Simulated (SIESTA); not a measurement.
The system is CdO (Monteponite).

```
CELL_PARAMETERS angstrom
0.00000 2.34950 2.34950
2.34950 0.00000 2.34950
2.34950 2.34950 0.00000
ATOMIC_POSITIONS crystal
Cd 0.00000 0.00000 0.00000
O 0.50000 0.50000 0.50000
```

Base run:

```yaml
Program: SIESTA 5.4.2
Functional: PBE
Potentials_or_basis: PseudoDojo 0.4 standard (PBE files)
Basis: DZP (energy shift 0.003 Ry; two zetas on semicore shells)
Grid_cutoff: 800 Ry
Energy_shift: 0.003 Ry
k_mesh: 10 × 10 × 10
Occupations: fermi-dirac, width 0.05 eV
Spin: no spin polarisation
```

Its results: band gap on the k mesh none (metal or under the smearing width); pressure 6.9 GPa.

Problem. The run is repeated on the same cell with these changes: functional from PBE to BLYP. What comes out?

Solution. Band gap on the k mesh none (metal or under the smearing width); pressure 12.9 GPa.

BLYP binds less tightly than PBE, so the same cell stands under more pressure.

Caveats: the basis of atomic orbitals isn't converged, which shifts pressures, moduli and gaps; the potentials were made for another functional, which shifts forces and pressure (some runs).
